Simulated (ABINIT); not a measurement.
# BN (P6_3mc): G0W0 in ABINIT against the bands in the self-energy

Aim: move the bands in the self-energy of a G0W0 run on BN (P6_3mc) over a wide range.

Method: PBEsol and many-body steps on it, plane waves, in ABINIT 10.8.3.

The database entry behind the starting cell has ideal inner coordinates that were not refined, so it need not match the best structure at ambient conditions.

### Step 1. The structure

The structure is hexagonal, space group P6_3mc (No. 186). The conventional cell has a = 2.536 Å, b = 2.536 Å, c = 4.199 Å, α = 90.00°, β = 90.00°, γ = 120.00°. B has 4 N at 1.56 to 1.57 Å nearest. Nearest to N lie 4 B at 1.56 to 1.57 Å. Farther neighbours and most contacts between anions are not listed.

The cell and positions come from the Crystallography Open Database and are kept as given unless a step says otherwise. This is not the form that BN usually takes at ambient conditions.

### Step 2. Screening, 3×3×2 mesh, 45 bands, screening to 176.9 eV

This step: ABINIT 10.8.3; RPA screening on PBEsol, plane waves, norm-conserving pseudopotentials.

The RPA dielectric matrix is built and inverted for each q.

Input file run.abi:

```
acell 3*1.0 Angstrom
rprim 
  2.536000000002 -0.000000000000 0.000000000000
  -1.268000000000 2.196240423999 0.000000000000
  0.000000000000 0.000000000000 4.199000000000
ntypat 2
znucl 5 7
natom 4
typat 1 1 2 2
xred 
  0.666666666667 0.333333333333 0.000000000000
  0.333333333333 0.666666666667 0.500000000000
  0.666666666667 0.333333333333 0.375000000000
  0.333333333333 0.666666666667 0.875000000000
pp_dirpath "pseudos"
pseudos "B.upf, N.upf"
ecut 36
ngkpt 3 3 2
nshiftk 1
shiftk 0 0 0
kptopt 1
chksymbreak 0
istwfk *1
occopt 1
irdwfk 1
optdriver 3
nband 45
ecuteps 6.5
inclvkb 2
awtr 1
symchi 1
indata_prefix "in"
outdata_prefix "out"
tmpdata_prefix "tmp"
```

Run with:

```
$ OMP_NUM_THREADS=1 mpirun -n 4 abinit run.abi > log
```

Log:

```text
.Version 10.8.3 of ABINIT. v10.8.2 released Aug 2026.

 Symmetries : space group P6_3 m c (#186); Bravais hP (primitive hexag.)
[... echo of the input left out ...]
== DATASET  1 ==================================================================
-   mpi_nproc: 4, omp_nthreads: 1 (-1 if OMP is not activated)

--- !DatasetInfo
iteration_state: {dtset: 1, }
dimensions: {natom: 4, nkpt: 6, mband: 45, nsppol: 1, nspinor: 1, nspden: 1, mpw: 1677, }
cutoff_energies: {ecut:  36.0, pawecutdg:  -1.0, }
electrons: {nelect:   1.60000000E+01, charge:   0.00000000E+00, occopt:   1.00000000E+00, tsmear:   1.00000000E-02, }

 SCREENING: Calculation of the susceptibility and dielectric matrices

 Based on a program developped by R.W. Godby, V. Olevano, G. Onida, and L. Reining.
 Incorporated in ABINIT by V. Olevano, G.-M. Rignanese, and M. Torrent.
.Using double precision arithmetic ; gwpc =  8

[... cell and pseudopotentials left out ...]
--------------------------------------------------------------------------------

 ==== K-mesh for the wavefunctions ====
 Number of points in the irreducible wedge :     6
[... list of points left out ...]
 Together with 12 symmetry operations and time-reversal symmetry
 yields    18 points in the full Brillouin Zone.

 ==== Q-mesh for the screening function ====
 Number of points in the irreducible wedge :     6
[... list of points left out ...]
 Together with 12 symmetry operations and time-reversal symmetry
 yields    18 points in the full Brillouin Zone.

 setmesh: FFT mesh size selected  =    15x   15x   32
          total number of points  =         7200

 vcoul_init : cutoff-mode = AUXILIARY_FUNCTION
 q-points for optical limit:   1
     1)      0.000010    0.000020    0.000030

- screening: taking advantage of time-reversal symmetry
- Maximum band index for partially occupied states nbvw = 8
- Remaining bands to be divided among processors   nbcw = 37
- Number of bands treated by each node ~9

 Number of electrons calculated from density =   16.0000; Expected =   16.0000
 average of density, n =  0.101379
 r_s =    1.3304
 omega_plasma =   30.7135 [eV]

 calculating chi0 at frequencies [eV] :
  1    0.000000E+00    0.000000E+00
  2    0.000000E+00    3.071353E+01

--------------------------------------------------------------------------------
  q-point number  1        q = ( 0.000000, 0.000000, 0.000000) [r.l.u.]
--------------------------------------------------------------------------------
[... chi0 elements left out ...]
 For q-point:  0.000010 0.000020 0.000030
  dielectric constant =   5.1048
  dielectric constant without local fields =   5.5115

  Average fulfillment of the sum rule on Im[epsilon] for q-point    1 :     63.12  [%]
[... wings left out ...]
  q-point number  2        q = ( 0.333333, 0.000000, 0.000000) [r.l.u.]
--------------------------------------------------------------------------------
[... chi0 elements left out ...]
  Average fulfillment of the sum rule on Im[epsilon] for q-point    2 :     72.82  [%]

 [... 4 further q-points ...]
```

Run time: 4.3 s. Hardware: 4 MPI ranks of Arm Neoverse N1, shared host; peak memory 0.28 GiB; 17 s of CPU time.

Numbers from this step:

| Quantity | Value |
| --- | --- |
| ε∞ with local fields, on this mesh, along the program's q direction | 5.105 |
| the same without local fields | 5.511 |
| plasma frequency | 30.71 eV |
| plane waves in the screening matrix | 135 |

Local fields lower ε∞ by 7 %. On a Γ-centred mesh this coarse the value itself is usually too large, while a short band sum pulls it down.

### Step 3. 16 bands

This step: G0W0 on PBEsol, plane waves, norm-conserving pseudopotentials.

run.abi, as its differences from that of step 2:

```diff
@@ -25,8 +25,17 @@
 irdwfk 1
-optdriver 3
-nband 45
+optdriver 4
+nband 16
+gwcalctyp 0
+ecutsigx 36
+symsigma 1
+nkptgw 2
+kptgw 
+  0.0000000000 0.0000000000 0.0000000000
+  0.3333333333 0.3333333333 0.0000000000
+bdgw 
+  7 10
+  7 11
 ecuteps 6.5
-inclvkb 2
-awtr 1
-symchi 1
+irdscr 1
+ppmodel 1
 indata_prefix "in"
```

Log:

```text
.Version 10.8.3 of ABINIT. v10.8.2 released Aug 2026.

 Symmetries : space group P6_3 m c (#186); Bravais hP (primitive hexag.)
[... echo of the input left out ...]
== DATASET  1 ==================================================================
-   mpi_nproc: 4, omp_nthreads: 1 (-1 if OMP is not activated)

--- !DatasetInfo
iteration_state: {dtset: 1, }
dimensions: {natom: 4, nkpt: 6, mband: 16, nsppol: 1, nspinor: 1, nspden: 1, mpw: 1677, }
cutoff_energies: {ecut:  36.0, pawecutdg:  -1.0, }
electrons: {nelect:   1.60000000E+01, charge:   0.00000000E+00, occopt:   1.00000000E+00, tsmear:   1.00000000E-02, }

 SIGMA: Calculation of the GW corrections

 Based on a program developped by R.W. Godby, V. Olevano, G. Onida, and L. Reining.
 Incorporated in ABINIT by V. Olevano, G.-M. Rignanese, and M. Torrent.
.Using double precision arithmetic ; gwpc =  8

[... cell and pseudopotentials left out ...]
--------------------------------------------------------------------------------

 ==== K-mesh for the wavefunctions ====
 Number of points in the irreducible wedge :     6
[... list of points left out ...]
 Together with 12 symmetry operations and time-reversal symmetry
 yields    18 points in the full Brillouin Zone.

 ==== Q-mesh for screening function ====
 Number of points in the irreducible wedge :     6
[... list of points left out ...]
 Together with 12 symmetry operations and time-reversal symmetry
 yields    18 points in the full Brillouin Zone.

 vcoul_init : cutoff-mode = AUXILIARY_FUNCTION
 q-points for optical limit:   1
     1)      0.000010    0.000020    0.000030
 setmesh: FFT mesh size selected  =    27x   27x   48
          total number of points  =        34992

 Number of electrons calculated from density =   16.0000; Expected =   16.0000
 average of density, n =  0.101379
 r_s =    1.3304
 omega_plasma =   30.7135 [eV]

 === KS Band Gaps ===
  >>>> For spin  1
   Minimum direct gap =   8.4459 [eV], located at k-point      :   0.0000  0.0000  0.0000
   Fundamental gap    =   5.0411 [eV], Top of valence bands at :   0.0000  0.0000  0.0000
                                       Bottom of conduction at :   0.3333  0.3333  0.0000
 SIGMA fundamental parameters:
 PLASMON POLE MODEL  1
 number of plane-waves for SigmaX                 1677
 number of plane-waves for SigmaC and W            135
 number of plane-waves for wavefunctions          1677
 number of bands                                    16
 number of independent spin polarizations            1
 number of spinorial components                      1
 number of k-points in IBZ                           6
 number of q-points in IBZ                           6
 number of symmetry operations                      12
 number of k-points in BZ                           18
 number of q-points in BZ                           18
 number of frequencies for dSigma/dE                 9
 frequency step for dSigma/dE [eV]                0.25
 number of omega for Sigma on real axis              0
 max omega for Sigma on real axis  [eV]           0.00
 zcut for avoiding poles [eV]                     0.10

 EPSILON^-1 parameters (SCR file):
 dimension of the eps^-1 matrix on file            135
 dimension of the eps^-1 matrix used               135
 number of plane-waves for wavefunctions          1677
 number of bands                                    45
 number of q-points in IBZ                           6
 number of frequencies                               2
 number of real frequencies                          1
 number of imag frequencies                          1

 matrix elements of self-energy operator (all in [eV])

 Perturbative Calculation

--- !SelfEnergy_ee
iteration_state: {dtset: 1, }
kpoint     : [   0.000,    0.000,    0.000, ]
spin       : 1
KS_gap     :    8.446
QP_gap     :   10.700
Delta_QP_KS:    2.254
data: !SigmaeeData |
     Band     E0 <VxcDFT>   SigX SigC(E0)      Z dSigC/dE  Sig(E)    E-E0       E
        7   8.522 -18.525 -22.211   4.484   0.842  -0.188 -17.854   0.672   9.194
        8   8.522 -18.525 -22.211   4.484   0.842  -0.188 -17.854   0.672   9.194
        9  16.968 -13.576  -6.745  -3.444   0.864  -0.158 -10.650   2.926  19.894
       10  16.968 -13.576  -6.745  -3.444   0.864  -0.158 -10.650   2.926  19.894

--- !SelfEnergy_ee
iteration_state: {dtset: 1, }
kpoint     : [   0.333,    0.333,    0.000, ]
spin       : 1
KS_gap     :   10.530
QP_gap     :   12.920
Delta_QP_KS:    2.390
data: !SigmaeeData |
     Band     E0 <VxcDFT>   SigX SigC(E0)      Z dSigC/dE  Sig(E)    E-E0       E
        7   3.033 -16.107 -21.018   4.819   0.829  -0.206 -16.183  -0.075   2.958
        8   3.033 -16.108 -21.018   4.819   0.829  -0.206 -16.183  -0.075   2.958
        9  13.563 -12.056  -6.379  -3.030   0.875  -0.143  -9.741   2.315  15.878
       10  22.069 -15.753  -7.525  -4.206   0.840  -0.191 -12.375   3.378  25.447
       11  22.069 -15.753  -7.525  -4.206   0.840  -0.191 -12.375   3.378  25.447

== END DATASET(S) ==============================================================
================================================================================

 -outvars: echo values of variables after computation  --------
           etotal      0.0000000000E+00
            nband          16
             nkpt           6
          spgroup         186
 [... the other variables as echoed above ...]

 Calculation completed.
```

It took 3.4 s on 4 MPI ranks; peak memory 0.28 GiB.

This step gave:

| Quantity | Value |
| --- | --- |
| G0W0 gap on the points computed | 6.684 eV |
| starting gap on the mesh | 5.041 eV |
| k of the valence top | 0, 0, 0 |
| k of the conduction bottom | 0.3333, 0.3333, 0 |
| Z at the valence top | 0.842 |
| Z at the conduction bottom | 0.875 |
| least direct G0W0 gap on the computed points | 10.70 eV |

### Step 4. 17 bands

The self-energy is evaluated for the states that the input lists, and the levels follow from it, in one-shot runs by the linearised quasiparticle equation.

run.abi, as its differences from that of step 3:

```diff
@@ -26,3 +26,3 @@
 optdriver 4
-nband 16
+nband 17
 gwcalctyp 0
```

Log:

```text
.Version 10.8.3 of ABINIT. v10.8.2 released Aug 2026.

 Symmetries : space group P6_3 m c (#186); Bravais hP (primitive hexag.)
[... echo of the input left out ...]
== DATASET  1 ==================================================================
-   mpi_nproc: 4, omp_nthreads: 1 (-1 if OMP is not activated)

--- !DatasetInfo
iteration_state: {dtset: 1, }
dimensions: {natom: 4, nkpt: 6, mband: 17, nsppol: 1, nspinor: 1, nspden: 1, mpw: 1677, }
cutoff_energies: {ecut:  36.0, pawecutdg:  -1.0, }
electrons: {nelect:   1.60000000E+01, charge:   0.00000000E+00, occopt:   1.00000000E+00, tsmear:   1.00000000E-02, }

 SIGMA: Calculation of the GW corrections

 Based on a program developped by R.W. Godby, V. Olevano, G. Onida, and L. Reining.
 Incorporated in ABINIT by V. Olevano, G.-M. Rignanese, and M. Torrent.
.Using double precision arithmetic ; gwpc =  8

[... cell and pseudopotentials left out ...]
--------------------------------------------------------------------------------

 ==== K-mesh for the wavefunctions ====
 Number of points in the irreducible wedge :     6
[... list of points left out ...]
 Together with 12 symmetry operations and time-reversal symmetry
 yields    18 points in the full Brillouin Zone.

 ==== Q-mesh for screening function ====
 Number of points in the irreducible wedge :     6
[... list of points left out ...]
 Together with 12 symmetry operations and time-reversal symmetry
 yields    18 points in the full Brillouin Zone.

 vcoul_init : cutoff-mode = AUXILIARY_FUNCTION
 q-points for optical limit:   1
     1)      0.000010    0.000020    0.000030
 setmesh: FFT mesh size selected  =    27x   27x   48
          total number of points  =        34992

 Number of electrons calculated from density =   16.0000; Expected =   16.0000
[...]
number of omega for Sigma on real axis              0
 max omega for Sigma on real axis  [eV]           0.00
 zcut for avoiding poles [eV]                     0.10

 EPSILON^-1 parameters (SCR file):
 dimension of the eps^-1 matrix on file            135
 dimension of the eps^-1 matrix used               135
 number of plane-waves for wavefunctions          1677
 number of bands                                    45
 number of q-points in IBZ                           6
 number of frequencies                               2
 number of real frequencies                          1
 number of imag frequencies                          1

 matrix elements of self-energy operator (all in [eV])

 Perturbative Calculation

--- !SelfEnergy_ee
iteration_state: {dtset: 1, }
kpoint     : [   0.000,    0.000,    0.000, ]
spin       : 1
KS_gap     :    8.446
QP_gap     :   10.753
Delta_QP_KS:    2.307
data: !SigmaeeData |
     Band     E0 <VxcDFT>   SigX SigC(E0)      Z dSigC/dE  Sig(E)    E-E0       E
        7   8.522 -18.525 -22.211   4.349   0.840  -0.191 -17.968   0.557   9.079
        8   8.522 -18.525 -22.211   4.349   0.840  -0.191 -17.968   0.557   9.079
        9  16.968 -13.576  -6.745  -3.511   0.863  -0.159 -10.712   2.863  19.831
[...]
--- !SelfEnergy_ee
iteration_state: {dtset: 1, }
kpoint     : [   0.333,    0.333,    0.000, ]
spin       : 1
KS_gap     :   10.530
QP_gap     :   12.897
Delta_QP_KS:    2.367
data: !SigmaeeData |
     Band     E0 <VxcDFT>   SigX SigC(E0)      Z dSigC/dE  Sig(E)    E-E0       E
[...]
10  22.069 -15.753  -7.525  -4.298   0.838  -0.193 -12.458   3.295  25.364
       11  22.069 -15.753  -7.525  -4.298   0.838  -0.193 -12.458   3.295  25.364

== END DATASET(S) ==============================================================
================================================================================

 -outvars: echo values of variables after computation  --------
           etotal      0.0000000000E+00
            nband          17
             nkpt           6
          spgroup         186
 [... the other variables as echoed above ...]

 Calculation completed.
```

The job ended after 3.5 s (4 MPI ranks; peak memory 0.28 GiB).

Numbers from this step:

* G0W0 gap on the points computed: 6.729 eV
* starting gap on the mesh: 5.041 eV
* k of the valence top: 0, 0, 0
* k of the conduction bottom: 0.3333, 0.3333, 0
* Z at the valence top: 0.84
* Z at the conduction bottom: 0.873
* least direct G0W0 gap on the computed points: 10.75 eV

The gap on the mesh goes from 5.04 eV to 6.73 eV, a correction of +1.69 eV.

### Step 5. 30 bands

run.abi, as its differences from that of step 4:

```diff
@@ -26,3 +26,3 @@
 optdriver 4
-nband 17
+nband 30
 gwcalctyp 0
```

Log:

```text
.Version 10.8.3 of ABINIT. v10.8.2 released Aug 2026.

 Symmetries : space group P6_3 m c (#186); Bravais hP (primitive hexag.)
[... echo of the input left out ...]
== DATASET  1 ==================================================================
-   mpi_nproc: 4, omp_nthreads: 1 (-1 if OMP is not activated)

--- !DatasetInfo
iteration_state: {dtset: 1, }
dimensions: {natom: 4, nkpt: 6, mband: 30, nsppol: 1, nspinor: 1, nspden: 1, mpw: 1677, }
cutoff_energies: {ecut:  36.0, pawecutdg:  -1.0, }
[...]
Band     E0 <VxcDFT>   SigX SigC(E0)      Z dSigC/dE  Sig(E)    E-E0       E
[...]
10  22.069 -15.753  -7.525  -5.205   0.826  -0.211 -13.257   2.495  24.564
       11  22.069 -15.753  -7.525  -5.205   0.826  -0.211 -13.258   2.496  24.565

== END DATASET(S) ==============================================================
================================================================================

 -outvars: echo values of variables after computation  --------
           etotal      0.0000000000E+00
            nband          30
             nkpt           6
          spgroup         186
 [... the other variables as echoed above ...]

 Calculation completed.
```

Run time: 3.8 s. Hardware: 4 MPI ranks; peak memory 0.28 GiB; 15 s of CPU time.

This step gave:

```yaml
g0w0_gap_on_the_points_computed: 6.547 eV
starting_gap_on_the_mesh: 5.041 eV
k_of_the_valence_top: 0, 0, 0
k_of_the_conduction_bottom: 0.3333, 0.3333, 0
least_direct_g0w0_gap_on_the_computed_points: 10.48 eV
```

Against the run before, the gap moves by −0.182 eV.

### Step 6. 45 bands

run.abi, as its differences from that of step 5:

```diff
@@ -26,3 +26,3 @@
 optdriver 4
-nband 30
+nband 45
 gwcalctyp 0
```

Log:

```text
.Version 10.8.3 of ABINIT. v10.8.2 released Aug 2026.

 Symmetries : space group P6_3 m c (#186); Bravais hP (primitive hexag.)
[... echo of the input left out ...]
== DATASET  1 ==================================================================
-   mpi_nproc: 4, omp_nthreads: 1 (-1 if OMP is not activated)

--- !DatasetInfo
iteration_state: {dtset: 1, }
dimensions: {natom: 4, nkpt: 6, mband: 45, nsppol: 1, nspinor: 1, nspden: 1, mpw: 1677, }
cutoff_energies: {ecut:  36.0, pawecutdg:  -1.0, }
[...]
Band     E0 <VxcDFT>   SigX SigC(E0)      Z dSigC/dE  Sig(E)    E-E0       E
[...]
10  22.069 -15.753  -7.525  -5.657   0.821  -0.217 -13.641   2.112  24.181
       11  22.069 -15.753  -7.525  -5.657   0.821  -0.217 -13.641   2.112  24.181

== END DATASET(S) ==============================================================
================================================================================

 -outvars: echo values of variables after computation  --------
           etotal      0.0000000000E+00
            nband          45
             nkpt           6
          spgroup         186
 [... the other variables as echoed above ...]

 Calculation completed.
```

Elapsed: 4.3 s, on 4 MPI ranks; peak memory 0.29 GiB.

This step gave:

```
G0W0 gap on the points computed              : 6.598 eV
starting gap on the mesh                     : 5.041 eV
k of the valence top                         : 0, 0, 0
k of the conduction bottom                   : 0.3333, 0.3333, 0
least direct G0W0 gap on the computed points : 10.45 eV
```

Against the run before, the gap moves by +0.051 eV.

### Step 7. Side by side

Times are wall times on 4 MPI ranks of Arm Neoverse N1, shared host, good to a factor of about two. A run's time includes the screening step that it read.

```
     run   mesh  bands  screening cutoff (eV)  DFT gap (eV)  gap on the mesh (eV)  direct (eV)  ε∞ used   time
16 bands  3×3×2     16                  176.9         5.041                 6.684       10.700     5.10  7.7 s
17 bands  3×3×2     17                  176.9         5.041                 6.729       10.752     5.10  7.8 s
30 bands  3×3×2     30                  176.9         5.041                 6.547       10.481     5.10  8.1 s
45 bands  3×3×2     45                  176.9         5.041                 6.598       10.451     5.10  8.6 s
```

### Step 8. Summary of results

```yaml
16_bands: 6.684 eV
17_bands: 6.729 eV
30_bands: 6.547 eV
45_bands: 6.598 eV
known_limits: not at the basis limit; coarse k mesh
```

In words: The setting moved: bands in the self-energy. From 16 bands to 45 bands the gap moves by −0.09 eV, not steadily: it passes through 6.55 eV. The last step still moves it by +0.051 eV. Bands and screening cutoff are coupled, so a series along one setting does not show full convergence. Bands and cutoff are finite, so the gap is not at the basis limit. The miss can reach some tenths of an eV and take either sign; the mesh is an error of its own. In the G0W0 runs levels were corrected at 2 k points alone, so a gap called «on the mesh» is the least over those, and an edge elsewhere would be missed. The 3×3×2 mesh is coarse for this cell, which bears on the long-range parts of exchange and screening.

[Paths, hosts, dates, memory and timing lines, banners, echoed tables and standing remarks are left out of the program output.]

[Logs are printed without paths, hosts, clocks, repeated set-up lines and the standing remarks that a program may print on its own settings, such as how far it seeks lower states.]

[Runs of the session that timed out or met a known fault of the program may be left out.]

[Hosts, paths, dates, database ids (printed as entryN), source tags and the programs' standing remarks are cut or masked in the printed files.]

[G0W0 gaps are taken among the corrected bands and points alone; a level outside them can change the order at an edge.]

[Where Ansatz stands beside ABINIT at settings called matched, ABINIT's density can come from a denser mesh and the files from another edition; pairs whose starting gaps differed by over 0.03 eV were left out, so agreement reads better than it is.]
